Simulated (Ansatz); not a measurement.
# Mg in Mo(100), 2x2: scattering by a point defect, part 2 of 3

How strong a scatterer is Mg in Mo(100), 2x2, and does relaxation matter?

Ansatz 0.2.0; Ansatz plane-wave DFT, PBE, PAW files; ballistic transport by layer matching (Landauer), zero bias; PAW set soft_1 (the session's first sound run).

So far, resistivity per at.% scaled from this dense plane, with the factor 3/4 for isotropic scattering (µΩ cm): step 3 (resistance at ideal sites) 6.95.

**4. Relaxing the neighbours**

The neighbours of the defect are let go while the lead's layers stay on their sites, since a lead must repeat to 0.01 Å.

This step: Ansatz plane-wave DFT, PBE, PAW files; relaxation with the lead's layers held; PAW set soft_1 (Ansatz 0.2.0).

input.yaml

```yaml
crystal:
  lattice:
    - [6.294, 0.0, 0.0]
    - [0.0, 6.294, 0.0]
    - [0.0, 0.0, 28.323]
  atoms:
    - { symbol: Mo, position: [0.0, 0.0, 0.0277777778] }
    - { symbol: Mo, position: [0.0, 0.5, 0.0277777778] }
    - { symbol: Mo, position: [0.5, 0.0, 0.0277777778] }
    - { symbol: Mo, position: [0.5, 0.5, 0.0277777778] }
    - { symbol: Mo, position: [0.25, 0.25, 0.0833333333] }
    - { symbol: Mo, position: [0.25, 0.75, 0.0833333333] }
    - { symbol: Mo, position: [0.75, 0.25, 0.0833333333] }
    - { symbol: Mo, position: [0.75, 0.75, 0.0833333333] }
    - { symbol: Mo, position: [0.0, 0.0, 0.1388888889] }
    - { symbol: Mo, position: [0.0, 0.5, 0.1388888889] }
    - { symbol: Mo, position: [0.5, 0.0, 0.1388888889] }
    - { symbol: Mo, position: [0.5, 0.5, 0.1388888889] }
    - { symbol: Mo, position: [0.25, 0.25, 0.1944444444] }
    - { symbol: Mo, position: [0.25, 0.75, 0.1944444444] }
    - { symbol: Mo, position: [0.75, 0.25, 0.1944444444] }
    - { symbol: Mo, position: [0.75, 0.75, 0.1944444444] }
    - { symbol: Mo, position: [0.0, 0.0, 0.25] }
    - { symbol: Mo, position: [0.0, 0.5, 0.25] }
    - { symbol: Mo, position: [0.5, 0.0, 0.25] }
    - { symbol: Mo, position: [0.5, 0.5, 0.25] }
    - { symbol: Mo, position: [0.25, 0.25, 0.3055555556] }
    - { symbol: Mo, position: [0.25, 0.75, 0.3055555556] }
    - { symbol: Mo, position: [0.75, 0.25, 0.3055555556] }
    - { symbol: Mo, position: [0.75, 0.75, 0.3055555556] }
    - { symbol: Mo, position: [0.0, 0.0, 0.3611111111] }
    - { symbol: Mo, position: [0.0, 0.5, 0.3611111111] }
    - { symbol: Mo, position: [0.5, 0.0, 0.3611111111] }
    - { symbol: Mo, position: [0.5, 0.5, 0.3611111111] }
    - { symbol: Mo, position: [0.25, 0.25, 0.4166666667] }
    - { symbol: Mo, position: [0.25, 0.75, 0.4166666667] }
    - { symbol: Mo, position: [0.75, 0.25, 0.4166666667] }
    - { symbol: Mo, position: [0.75, 0.75, 0.4166666667] }
    - { symbol: Mo, position: [0.0, 0.0, 0.4722222222] }
    - { symbol: Mo, position: [0.0, 0.5, 0.4722222222] }
    - { symbol: Mo, position: [0.5, 0.0, 0.4722222222] }
    - { symbol: Mo, position: [0.5, 0.5, 0.4722222222] }
    - { symbol: Mg, position: [0.25, 0.25, 0.5277777778] }
    - { symbol: Mo, position: [0.25, 0.75, 0.5277777778] }
    - { symbol: Mo, position: [0.75, 0.25, 0.5277777778] }
    - { symbol: Mo, position: [0.75, 0.75, 0.5277777778] }
    - { symbol: Mo, position: [0.0, 0.0, 0.5833333333] }
    - { symbol: Mo, position: [0.0, 0.5, 0.5833333333] }
    - { symbol: Mo, position: [0.5, 0.0, 0.5833333333] }
    - { symbol: Mo, position: [0.5, 0.5, 0.5833333333] }
    - { symbol: Mo, position: [0.25, 0.25, 0.6388888889] }
    - { symbol: Mo, position: [0.25, 0.75, 0.6388888889] }
    - { symbol: Mo, position: [0.75, 0.25, 0.6388888889] }
    - { symbol: Mo, position: [0.75, 0.75, 0.6388888889] }
    - { symbol: Mo, position: [0.0, 0.0, 0.6944444444] }
    - { symbol: Mo, position: [0.0, 0.5, 0.6944444444] }
    - { symbol: Mo, position: [0.5, 0.0, 0.6944444444] }
    - { symbol: Mo, position: [0.5, 0.5, 0.6944444444] }
    - { symbol: Mo, position: [0.25, 0.25, 0.75] }
    - { symbol: Mo, position: [0.25, 0.75, 0.75] }
    - { symbol: Mo, position: [0.75, 0.25, 0.75] }
    - { symbol: Mo, position: [0.75, 0.75, 0.75] }
    - { symbol: Mo, position: [0.0, 0.0, 0.8055555556] }
    - { symbol: Mo, position: [0.0, 0.5, 0.8055555556] }
    - { symbol: Mo, position: [0.5, 0.0, 0.8055555556] }
    - { symbol: Mo, position: [0.5, 0.5, 0.8055555556] }
    - { symbol: Mo, position: [0.25, 0.25, 0.8611111111] }
    - { symbol: Mo, position: [0.25, 0.75, 0.8611111111] }
    - { symbol: Mo, position: [0.75, 0.25, 0.8611111111] }
    - { symbol: Mo, position: [0.75, 0.75, 0.8611111111] }
    - { symbol: Mo, position: [0.0, 0.0, 0.9166666667] }
    - { symbol: Mo, position: [0.0, 0.5, 0.9166666667] }
    - { symbol: Mo, position: [0.5, 0.0, 0.9166666667] }
    - { symbol: Mo, position: [0.5, 0.5, 0.9166666667] }
    - { symbol: Mo, position: [0.25, 0.25, 0.9722222222] }
    - { symbol: Mo, position: [0.25, 0.75, 0.9722222222] }
    - { symbol: Mo, position: [0.75, 0.25, 0.9722222222] }
    - { symbol: Mo, position: [0.75, 0.75, 0.9722222222] }
kpoints:
  mp_grid: { grid: [4, 4, 1] }
hamiltonian:
  xc: pbe
  pseudopotentials: { kind: paw, azcp: { folder: soft_1 } }
scf:
  occupations: { method: fermi_dirac, width: 0.1 }
relax:
  f_tol: 0.03
  max_steps: 40
  constraints:
    - { sites: [0, 1, 2, 3, 4, 5, 6, 7, 8, 9, 10, 11, 12, 13, 14, 15, 16, 17, 18, 19, 52, 53, 54, 55, 56, 57, 58, 59, 60, 61, 62, 63, 64, 65, 66, 67, 68, 69, 70, 71] }
```

Started as:

```
ansatz run input.yaml --threads 4 --pin off --max-ram 15360MiB --backend cpu --events-out ev --progress --plain --runs-dir out
```

Numbers of over 12 decimals in the logs are rounded to 6 here.

The program printed:

```text
Warning: crystal.symmetry: narrowed to the stabiliser of the relax constraints — unitary ops 16 → 8; lowered at sites 20, 21, 22, 23, 52, 53, 54, 55 (the operations that carried what is held of a site onto what its image site leaves free; the constrained walk keeps no symmetry that its constraints do not admit)
[...]
Crystal: 72 atoms, lattice volume = 1122.000 Å³
Basis set: ecut = 420 eV, 21955 PW (Γ), exchange–correlation on 90×90×384 points (8 copies of the dense FFT grid, shifted against one another)
Bands: 603, of which v1, the nominal top of the filled ones, is band 502 counted from 1 (501 counted from 0)
Symmetry: 8 space group operations
k-points: 6 of 16
[...]
SCF iter   1: F=—  HF=-353864.634324 eV  |F-HF|=—  |Δ(HF+E_count)|=         —  Δρ=1.12e-1  dr2=2.26e3  ethr=3.10e-3  ⟨swp⟩=5.0  Hψ=13656  notcnv=0
[...]
SCF iter   9: F=-353803.001094 eV  HF=-353803.001095 eV  |F-HF|=4.91e-7  |Δ(HF+E_count)|=   7.23e-6  Δρ=7.26e-6  dr2=7.37e-7  ethr=2.24e-9  ⟨swp⟩=3.5  Hψ=9731  notcnv=0
SCF 1 converged in 9 iterations: F = -353803.001094 eV  dr2 = 7.37e-7
[...]
relax step   1: F+E_penalty+E_count = -353803.00109434 eV  Δ(F+E_penalty+E_count) = +0.000e0 eV  max|allowed force component| = 5.566e-1 eV/Å  Δτ_max = 0.0000 Å  (9 SCF iters, dr2 threshold 2.25e-5 eV, accepted)
[...]
iter 1 solved again at ethr=3.79e-4 eV; its pass at ethr=3.10e-3 eV (dr2=3.80e0 eV) is discarded
[...]
SCF iter   6: F=-353802.338111 eV  HF=-353802.338122 eV  |F-HF|=1.16e-5  |Δ(HF+E_count)|=   4.32e-5  Δρ=2.65e-5  dr2=1.47e-5  ethr=1.93e-9  ⟨swp⟩=2.3  Hψ=12920  notcnv=0
SCF 2 converged in 6 iterations: F = -353802.338111 eV  dr2 = 1.47e-5
relax step   2: F+E_penalty+E_count = -353802.33811050 eV  Δ(F+E_penalty+E_count) = +6.630e-1 eV  max|allowed force component| = 1.183e0 eV/Å  Δτ_max = 0.1393 Å  (6 SCF iters, dr2 threshold 1.94e-5 eV, rejected (line search))
SCF iter   1: F=—  HF=-353803.287708 eV  |F-HF|=—  |Δ(HF+E_count)|=         —  Δρ=7.70e-3  dr2=1.39e0  ethr=1.47e-3  ⟨swp⟩=9.2  Hψ=11992  notcnv=0
[...]
SCF iter  10: F=-353803.156998 eV  HF=-353803.156998 eV  |F-HF|=1.86e-9  |Δ(HF+E_count)|=   5.94e-9  Δρ=2.79e-7  dr2=2.28e-9  ethr=9.96e-12  ⟨swp⟩=2.3  Hψ=10300  notcnv=0
SCF 3 converged in 10 iterations: F = -353803.156998 eV  dr2 = 2.28e-9
relax step   3: F+E_penalty+E_count = -353803.15699752 eV  Δ(F+E_penalty+E_count) = -1.559e-1 eV  max|allowed force component| = 1.135e-1 eV/Å  Δτ_max = 0.0405 Å  (10 SCF iters, accepted)
[...]
relax step   4: F+E_penalty+E_count = -353803.15939071 eV  Δ(F+E_penalty+E_count) = -2.393e-3 eV  max|allowed force component| = 3.334e-2 eV/Å  Δτ_max = 0.0047 Å  (6 SCF iters, accepted)
SCF iter   1: F=—  HF=-353803.159408 eV  |F-HF|=—  |Δ(HF+E_count)|=         —  Δρ=2.90e-4  dr2=5.96e-3  ethr=2.68e-6  ⟨swp⟩=7.8  Hψ=8971  notcnv=0
[...]
SCF iter   6: F=-353803.159667 eV  HF=-353803.159667 eV  |F-HF|=1.28e-9  |Δ(HF+E_count)|=   1.01e-8  Δρ=3.28e-7  dr2=2.02e-9  ethr=9.96e-12  ⟨swp⟩=3.5  Hψ=9742  notcnv=0
SCF 5 converged in 6 iterations: F = -353803.159667 eV  dr2 = 2.02e-9
relax step   5: F+E_penalty+E_count = -353803.15966714 eV  Δ(F+E_penalty+E_count) = -2.764e-4 eV  max|allowed force component| = 1.030e-2 eV/Å  Δτ_max = 0.0047 Å  (6 SCF iters, accepted)
SCF converged after 6 iterations
Free energy (F): -353803.159667 eV
[...]
Internal energy: -353801.521266 eV  (E = F + TS)
E sigma→0 (E₀):  -353802.340466 eV
Entropy (-TS):   -1.638401 eV (-22.756 meV/atom)
Fermi energy:    20.906821 eV
[...]
--- Forces (eV/Å), atoms counted from 1 ---
  atom   1  Mo    -0.00289785    -0.00289785    -0.00192924
  atom   2  Mo    -0.00289785     0.00289785    -0.00192924
  atom   3  Mo     0.00289785    -0.00289785    -0.00192924
  atom   4  Mo     0.00289785     0.00289785    -0.00192924
  atom   5  Mo     0.00000000     0.00000000     0.03119714
  atom   6  Mo     0.00000000     0.00000000     0.00147845
  atom   7  Mo     0.00000000    -0.00000000     0.00147845
  atom   8  Mo     0.00000000    -0.00000000     0.04515685
  atom   9  Mo    -0.00301256    -0.00301256    -0.03818228
  atom  10  Mo    -0.00301256     0.00301256    -0.03818228
  atom  11  Mo     0.00301256    -0.00301256    -0.03818228
  atom  12  Mo     0.00301256     0.00301256    -0.03818228
  atom  13  Mo     0.00000000     0.00000000     0.13446796
  atom  14  Mo     0.00000000    -0.00000000     0.01315119
  atom  15  Mo     0.00000000    -0.00000000     0.01315119
  atom  16  Mo     0.00000000     0.00000000     0.10998043
  atom  17  Mo     0.00317400     0.00317400    -0.06672886
  atom  18  Mo     0.00317400    -0.00317400    -0.06672886
  atom  19  Mo    -0.00317400     0.00317400    -0.06672886
  atom  20  Mo    -0.00317400    -0.00317400    -0.06672886
  atom  21  Mo     0.00000000     0.00000000     0.00156101
  atom  22  Mo     0.00000000     0.00000000     0.00431214
  atom  23  Mo     0.00000000     0.00000000     0.00431214
  atom  24  Mo    -0.00000000    -0.00000000    -0.00196862
  atom  25  Mo     0.00145310     0.00145310    -0.00521255
  atom  26  Mo     0.00145310    -0.00145310    -0.00521255
  atom  27  Mo    -0.00145310     0.00145310    -0.00521255
  atom  28  Mo    -0.00145310    -0.00145310    -0.00521255
  atom  29  Mo    -0.00000000     0.00000000    -0.00855363
  atom  30  Mo    -0.00000000     0.00000000    -0.00638552
  atom  31  Mo    -0.00000000    -0.00000000    -0.00638552
  atom  32  Mo    -0.00000000     0.00000000    -0.00601086
  atom  33  Mo     0.00218135     0.00218135     0.00190401
  atom  34  Mo     0.00218135    -0.00218135     0.00190401
  atom  35  Mo    -0.00218135     0.00218135     0.00190401
  atom  36  Mo    -0.00218135    -0.00218135     0.00190401
  atom  37  Mg     0.00000000     0.00000000     0.00044997
  atom  38  Mo     0.00000000    -0.00000000     0.00032468
  atom  39  Mo     0.00000000    -0.00000000     0.00032468
  atom  40  Mo     0.00000000    -0.00000000     0.00288218
[...]
atom  61  Mo    -0.00000000     0.00000000    -0.07925407
  atom  62  Mo    -0.00000000     0.00000000    -0.00505842
  atom  63  Mo    -0.00000000     0.00000000    -0.00505842
  atom  64  Mo    -0.00000000    -0.00000000    -0.06021870
  atom  65  Mo    -0.00310793    -0.00310793     0.03658821
  atom  66  Mo    -0.00310793     0.00310793     0.03658821
  atom  67  Mo     0.00310793    -0.00310793     0.03658821
  atom  68  Mo     0.00310793     0.00310793     0.03658821
  atom  69  Mo    -0.00000000     0.00000000    -0.02195898
  atom  70  Mo    -0.00000000     0.00000000    -0.00474553
  atom  71  Mo    -0.00000000     0.00000000    -0.00474553
  atom  72  Mo    -0.00000000     0.00000000    -0.03561142
  max |Σ_I F_I| component: 4.29e-5 eV/Å
--- Relaxed structure (5 steps of the walk, 4 accepted, 0 SCFs on fresh bases) ---
  F+E_penalty+E_count = -353803.15966714 eV   max|allowed force component| = 1.030e-2 eV/Å
  atoms:
    - { symbol: Mo, position: [0.0, 0.0, 0.027778] }
    - { symbol: Mo, position: [0.0, 0.5, 0.027778] }
    - { symbol: Mo, position: [0.5, 0.0, 0.027778] }
    - { symbol: Mo, position: [0.5, 0.5, 0.027778] }
    - { symbol: Mo, position: [0.25, 0.25, 0.083333] }
    - { symbol: Mo, position: [0.25, 0.75, 0.083333] }
    - { symbol: Mo, position: [0.75, 0.25, 0.083333] }
    - { symbol: Mo, position: [0.75, 0.75, 0.083333] }
    - { symbol: Mo, position: [0.0, 0.0, 0.138889] }
    - { symbol: Mo, position: [0.0, 0.5, 0.138889] }
    - { symbol: Mo, position: [0.5, 0.0, 0.138889] }
    - { symbol: Mo, position: [0.5, 0.5, 0.138889] }
    - { symbol: Mo, position: [0.25, 0.25, 0.194444] }
    - { symbol: Mo, position: [0.25, 0.75, 0.194444] }
    - { symbol: Mo, position: [0.75, 0.25, 0.194444] }
    - { symbol: Mo, position: [0.75, 0.75, 0.194444] }
    - { symbol: Mo, position: [0.0, 0.0, 0.250000] }
    - { symbol: Mo, position: [0.0, 0.5, 0.250000] }
    - { symbol: Mo, position: [0.5, 0.0, 0.250000] }
    - { symbol: Mo, position: [0.5, 0.5, 0.250000] }
    - { symbol: Mo, position: [0.25, 0.25, 0.306196] }
    - { symbol: Mo, position: [0.25, 0.75, 0.305517] }
    - { symbol: Mo, position: [0.75, 0.25, 0.305517] }
    - { symbol: Mo, position: [0.75, 0.75, 0.306116] }
    - { symbol: Mo, position: [0.000170043, 0.000170043, 0.360926] }
    - { symbol: Mo, position: [0.000170043, 0.499830, 0.360926] }
    - { symbol: Mo, position: [0.499830, 0.000170043, 0.360926] }
    - { symbol: Mo, position: [0.499830, 0.499830, 0.360926] }
    - { symbol: Mo, position: [0.25, 0.25, 0.418307] }
    - { symbol: Mo, position: [0.25, 0.75, 0.416510] }
    - { symbol: Mo, position: [0.75, 0.25, 0.416510] }
    - { symbol: Mo, position: [0.75, 0.75, 0.416858] }
    - { symbol: Mo, position: [-0.00351844, -0.00351844, 0.471440] }
    - { symbol: Mo, position: [-0.00351844, 0.503518, 0.471440] }
    - { symbol: Mo, position: [0.503518, -0.00351844, 0.471440] }
    - { symbol: Mo, position: [0.503518, 0.503518, 0.471440] }
    - { symbol: Mg, position: [0.25, 0.25, 0.527890] }
    - { symbol: Mo, position: [0.25, 0.75, 0.527873] }
    - { symbol: Mo, position: [0.75, 0.25, 0.527873] }
    - { symbol: Mo, position: [0.75, 0.75, 0.527912] }
    - { symbol: Mo, position: [-0.00352737, -0.00352737, 0.584331] }
[...]
- { symbol: Mo, position: [0.25, 0.25, 0.861111] }
    - { symbol: Mo, position: [0.25, 0.75, 0.861111] }
    - { symbol: Mo, position: [0.75, 0.25, 0.861111] }
    - { symbol: Mo, position: [0.75, 0.75, 0.861111] }
    - { symbol: Mo, position: [0.0, 0.0, 0.916667] }
    - { symbol: Mo, position: [0.0, 0.5, 0.916667] }
    - { symbol: Mo, position: [0.5, 0.0, 0.916667] }
    - { symbol: Mo, position: [0.5, 0.5, 0.916667] }
    - { symbol: Mo, position: [0.25, 0.25, 0.972222] }
    - { symbol: Mo, position: [0.25, 0.75, 0.972222] }
    - { symbol: Mo, position: [0.75, 0.25, 0.972222] }
    - { symbol: Mo, position: [0.75, 0.75, 0.972222] }
```

Run time: 14 min. Hardware: 4 threads of Arm Neoverse V2, shared host; peak memory 8.7 GiB.

The steps of the relaxation:

| step | energy less that of the first step (eV) | largest force component (eV/Å) |
| --- | --- | --- |
| 1 | 0.0000 | 0.5566 |
| 2 | 0.6630 | 1.1829 |
| 3 | -0.1559 | 0.1135 |
| 4 | -0.1583 | 0.0333 |
| 5 | -0.1586 | 0.0103 |

Relaxation step 2 was tried and not accepted.

The atoms that moved most (Å):

| atom | dx | dy | dz | length |
| --- | --- | --- | --- | --- |
| Mo29 | 0.000 | 0.000 | 0.046 | 0.046 |
| Mo41 | -0.022 | -0.022 | 0.028 | 0.042 |
| Mo42 | -0.022 | 0.022 | 0.028 | 0.042 |
| Mo43 | 0.022 | -0.022 | 0.028 | 0.042 |
| Mo44 | 0.022 | 0.022 | 0.028 | 0.042 |
| Mo45 | 0.000 | 0.000 | -0.039 | 0.039 |
| Mo36 | 0.022 | 0.022 | -0.022 | 0.038 |
| Mo34 | -0.022 | 0.022 | -0.022 | 0.038 |

Numbers from this step:

```yaml
free_energy: -353803.1597 eV
energy_at_zero_smearing: -353802.3405 eV
fermi_energy: 20.91 eV
```

The largest force component on a free atom ends at 0.010 eV/Å, under the tolerance of 0.03, after 5 steps.

(Part 2 of 3 ends here.)

[Logs are printed without paths, hosts, clocks, repeated set-up lines and the standing remarks that a program may print on its own settings, such as how far it seeks lower states.]

[Hosts, paths, dates, database ids (printed as entryN), source tags and the programs' standing remarks are cut or masked in the printed files.]
